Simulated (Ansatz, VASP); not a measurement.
## One calculation of Na, two programs

The input INCAR:

```
ALGO = Normal ; EDIFF = 1E-7
ENCUT = 520 ; GGA = PE
ISIF = 2 ; ISMEAR = 0
LASPH = True ; LCHARG = False
LREAL = False ; LWAVE = False
NBANDS = 10 ; NELM = 100
PREC = Accurate ; SIGMA = 0.1
```

File KPOINTS:

```
k-points
0
Gamma
  6 6 6
```

POSCAR

```
Na
1.0
   -1.8882910800      1.8882910800      2.6372766800
    1.8882910800     -1.8882910800      2.6372766800
    1.8882910800      1.8882910800     -2.6372766800
Na
1
Direct
    0.0000000000      0.0000000000      0.0000000000
```

Input for Ansatz:

```yaml
crystal:
  lattice:
    - [-1.88829108, 1.88829108, 2.63727668]
    - [1.88829108, -1.88829108, 2.63727668]
    - [1.88829108, 1.88829108, -2.63727668]
  atoms:
    - { symbol: Na, position: [0.0, 0.0, 0.0] }
basis:
  ecutwfc: 420
kpoints:
  mp_grid: { grid: [6, 6, 6] }
hamiltonian:
  xc: pbe
scf:
  occupations: { method: gaussian, width: 0.1 }
output:
  forces: true
  stress: true
  eigenvalues: true
```

This isn't the form of Na at room conditions, which is bcc.

Alike in both runs: task single point; functional PBE; k mesh 6 × 6 × 6; occupations gaussian, width 0.1 eV; no spin polarisation.

|  | VASP | Ansatz |
| --- | --- | --- |
| version | VASP 6.6.1 | Ansatz 0.2.0 |
| potentials or method | VASP PAW PBE potentials, release 64 (Na_pv) | scalar-relativistic, plane waves, PAW |
| plane-wave cutoff (eV) | 520 | 420 |
| valence electrons in the cell | 7 | 9 |

|  | VASP | Ansatz | Ansatz less VASP |
| --- | --- | --- | --- |
| gap on the k mesh at the Fermi level (eV) | none | none | - |
| pressure (GPa) | -0.1 | -0.1 | 0.00 |
| largest component of the traceless stress (GPa) | 0.09 | 0.09 | 0.000 |

A gap of «none» marks a metal or a gap that the smearing closes. The two sets of potentials don't hold the same shells in valence.

Caveats: the k mesh is coarse (spacing up to 0.39 Å⁻¹), so the values aren't converged.
